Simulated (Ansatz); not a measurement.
TiC:

```
Ti C
1.0
     3.04209    0.00000    0.00000
    -1.52104    2.63452    0.00000
     0.00000    0.00000    2.69797
Ti C
1 1
Cartesian
  0.0000 0.0000 1.3490
  0.0000 1.7564 0.0000
```

The cell was built by a generator and needn't be a form met in nature.

* Program: Ansatz 0.2.0
* Task: relaxation of cell and atoms
* Functional: HSE03
* Potentials or basis: Ansatz PAW
* Cutoff: 420 eV (not typed: the program's choice for these potentials)
* k mesh: 5 × 5 × 5
* Occupations: fermi-dirac, width 0.05 eV
* Spin: no spin polarisation

At the start: volume 10.81 Å³/atom.

Task: How do energy, volume and symmetry change on relaxing?

Result: It ends after 6 steps and the volume is 10.66 Å³/atom (-1.4 %); space group P-6m2 (No. 187, to 0.05 Å).

The path:
```tsv
step	energy change (eV)	largest force (eV/Å)	volume (Å³)
1	0.0000	0.0000	21.62
2	-0.0065	0.0000	21.35
3	-0.0089	0.0000	21.32
4	-0.0093	0.0000	21.33
5	-0.0093	0.0000	21.33
6	-0.0093	0.0000	21.33
```

Final structure:
```cif
data_structure
_symmetry_space_group_name_H-M 'P 1'
_symmetry_Int_Tables_number 1
_cell_length_a 3.0736
_cell_length_b 3.0736
_cell_length_c 2.6066
_cell_angle_alpha 90.000
_cell_angle_beta 90.000
_cell_angle_gamma 120.000
_cell_volume 21.33
loop_
_atom_site_label
_atom_site_type_symbol
_atom_site_fract_x
_atom_site_fract_y
_atom_site_fract_z
_atom_site_occupancy
Ti1 Ti 0.00000 0.00000 0.50000 1
C1 C 0.33333 0.66667 0.00000 1
```

Caveat: the k mesh is coarse (spacing up to 0.48 Å⁻¹), so the values aren't converged, least of all with exact exchange; the plane-wave basis is chosen anew once the cell has moved, so the energies of steps on either side of that aren't comparable; the PAW data sets come from PBE, with cores solved anew for the run's functional, which leaves a small shift of forces and pressure.
